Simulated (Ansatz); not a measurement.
# Si: the cost of one run

Computed with Ansatz 0.2.0 (DFT PBEsol, scalar-relativistic, plane waves, PAW, unless a step's input says otherwise).

The COD entry's cell or inner coordinates are ideal or old and differ from later refinements, so a difference from it is no clean test against experiment.

## 1. The system as given

The structure is cubic, space group Fd-3m (No. 227). Conventional cell: a = 5.427 Å, b = 5.427 Å, c = 5.427 Å, α = 90.00°, β = 90.00°, γ = 90.00°. Si (site symmetry -43m) is surrounded by 4 Si at 2.35 Å.

Structure file:

```cif
data_structure
_symmetry_space_group_name_H-M 'P 1'
_symmetry_Int_Tables_number 1
_cell_length_a 3.8376
_cell_length_b 3.8376
_cell_length_c 3.8376
_cell_angle_alpha 60.000
_cell_angle_beta 60.000
_cell_angle_gamma 60.000
_cell_volume 39.96
loop_
_atom_site_label
_atom_site_type_symbol
_atom_site_fract_x
_atom_site_fract_y
_atom_site_fract_z
_atom_site_occupancy
Si1 Si 0.75000 0.75000 0.75000 1
Si2 Si 0.50000 0.50000 0.50000 1
```

Source of the structure: the Crystallography Open Database.

(A quick probe on a coarse mesh, which set the mesh and smearing, is not shown.)

## 3. Full relaxation

input.yaml reads:

```yaml
crystal:
  lattice:
    - [0.0, 2.71356, 2.71356]
    - [2.71356, 0.0, 2.71356]
    - [2.71356, 2.71356, 0.0]
  atoms:
    - { symbol: Si, position: [0.75, 0.75, 0.75] }
    - { symbol: Si, position: [0.5, 0.5, 0.5] }
basis:
  ecutwfc: 420
kpoints:
  mp_grid: { grid: [12, 12, 12] }
hamiltonian:
  xc: pbesol
scf:
  occupations: { method: gaussian, width: 0.02 }
output:
  forces: true
  stress: true
  eigenvalues: true
relax:
  adjacent_minimum: "off"
  f_tol: 0.005
  max_steps: 80
  cell: { stress_tol: 0.05 }
```

Launch:

```
$ ansatz run input.yaml --threads 1 --pin off --max-ram 2560MiB --backend cpu --events-out ev --progress --plain --runs-dir out
```

**Question.** How long does this run take on 1 thread of Intel Xeon at 2.50GHz (Skylake/Cascade Lake), shared host, and how much memory does it need?

About 14 s, with a peak of 0.35 GiB.
